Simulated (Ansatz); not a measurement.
# Relaxing WC

Method: DFT PBEsol, scalar-relativistic, plane waves, PAW in Ansatz 0.2.0. (420 eV cutoff, 18×18×14 k-mesh, Gaussian smearing of 0.10 eV, no spin polarisation)

What was changed: relaxed at 1 GPa.

Spin–orbit coupling is left out, which can shift energies with elements as heavy as these.

Command:

```bash
ansatz run input.yaml --threads 1 --pin off --max-ram 2560MiB --backend cpu --events-out ev --progress --plain --runs-dir out
```

Input:

```yaml
crystal:
  lattice:
    - [2.8887342187, 0.0, 0.0]
    - [-1.4443671093, 2.5017172182, 0.0]
    - [0.0, 0.0, 2.8182500558]
  atoms:
    - { symbol: W, position: [0.0, 0.0, 0.0] }
    - { symbol: C, position: [0.6666666667, 0.3333333333, 0.5] }
basis:
  ecutwfc: 420
kpoints:
  mp_grid: { grid: [18, 18, 14] }
hamiltonian:
  xc: pbesol
scf:
  occupations: { method: gaussian, width: 0.1 }
output:
  forces: true
  stress: true
  eigenvalues: true
relax:
  adjacent_minimum: "off"
  f_tol: 0.008
  max_steps: 50
  cell: { stress_tol: 0.08, p_target: 1.0 }
```

F is the free energy. Steps run on the plane waves of an earlier cell, but the last one, and at times one on the way, on a freshly chosen basis, so a repeated geometry can differ a little in energy. The relaxation lowers the enthalpy F + PV at the target pressure, so F itself can rise.

Steps:

| step | F − F(1) (eV) | largest force component (eV/Å) | V (Å³/atom) | P (GPa) |
| --- | --- | --- | --- | --- |
| 1 | 0.0000 | 0.000 | 10.183 | 4.20 |
| 2 | -0.0021 | 0.000 | 10.301 | -0.57 |
| 3 | -0.0021 | 0.000 | 10.261 | 0.91 |
| 4 | -0.0022 | 0.000 | 10.260 | 1.04 |
| 5 | -0.0022 | 0.000 | 10.261 | 1.00 |
| 6 | -0.0025 | 0.000 | 10.261 | 1.01 |

Relaxed structure:

```cif
data_structure
_symmetry_space_group_name_H-M 'P 1'
_symmetry_Int_Tables_number 1
_cell_length_a 2.8958
_cell_length_b 2.8958
_cell_length_c 2.8258
_cell_angle_alpha 90.000
_cell_angle_beta 90.000
_cell_angle_gamma 120.000
_cell_volume 20.52
loop_
_atom_site_label
_atom_site_type_symbol
_atom_site_fract_x
_atom_site_fract_y
_atom_site_fract_z
_atom_site_occupancy
W1 W 0.00000 0.00000 0.00000 1
C1 C 0.66667 0.33333 0.50000 1
```

The structure is hexagonal, space group P-6m2 (No. 187). Conventional cell: a = 2.896 Å, b = 2.896 Å, c = 2.826 Å, α = 90.00°, β = 90.00°, γ = 120.00°. Around W (site symmetry -6m2) lie 6 C at 2.19 Å. Around C (site symmetry -6m2) lie 6 W at 2.19 Å.

The run converged. The run took 53 s on 1 thread of Arm Neoverse V1, on a shared host, peak memory 0.43 GiB.